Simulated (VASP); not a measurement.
Write the native input for VASP 6.6.1 that does the following.

* Task: single point
* Functional: PBE
* Potentials or basis: VASP PAW PBE potentials, release 64 (Sr_sv)
* Cutoff: 520 eV
* k mesh: 15 × 15 × 8
* Occupations: gaussian, width 0.15 eV
* Spin: no spin polarisation
* Dipole correction: no
* Further INCAR settings: ALGO = Fast; EDIFF = 1e-07; NBANDS = 17

The structure of Sr lies in POSCAR:

```
Sr
1.0
    4.3454906469      0.0000000000      0.0000000000
   -2.1727453234      3.7633052921      0.0000000000
    0.0000000000      0.0000000000      5.9528876372
Sr
2
Direct
    0.3333333333      0.6666666667      0.2500000000
    0.6666666667      0.3333333333      0.7500000000
```

This isn't the form of Sr at room conditions, which is fcc.

The cell isn't the ideal one: volume 48.675 Å^3 an atom, c/a of the conventional cell 1.3699.

One way to write it, as run:

INCAR

```
ALGO     = Fast           # electronic algorithm
EDIFF    = 1E-7           # SCF threshold, eV
ENCUT    = 520            # plane-wave cutoff, eV
GGA      = PE             # functional
ISIF     = 2              # what is computed and relaxed
ISMEAR   = 0              # smearing method
LASPH    = T              # aspherical terms in the spheres
LCHARG   = F              # write CHGCAR
LREAL    = F              # projectors in reciprocal space
LWAVE    = F              # write WAVECAR
NBANDS   = 17             # bands
NELM     = 80             # most SCF steps
PREC     = Accurate       # precision mode
SIGMA    = 0.15           # smearing width, eV
```

KPOINTS

```
k-points
0
Gamma
  15 15 8
```

Potentials or basis: VASP PAW PBE potentials, release 64 (Sr_sv).

Launch:

```bash
$ cat potpaw_PBE.64/Sr_sv/POTCAR > POTCAR
$ mpirun -np 1 vasp_std > vasp.out
```

Results of the run:

```
Pressure               : 2.0 GPa
Band gap on the k mesh : none (metal or under the smearing width)
```

Wall time 5.4 min on 1 thread of Intel(R) Xeon(R) Platinum 8488C (Sapphire Rapids), with other jobs on the host, peak memory 0.34 GiB.
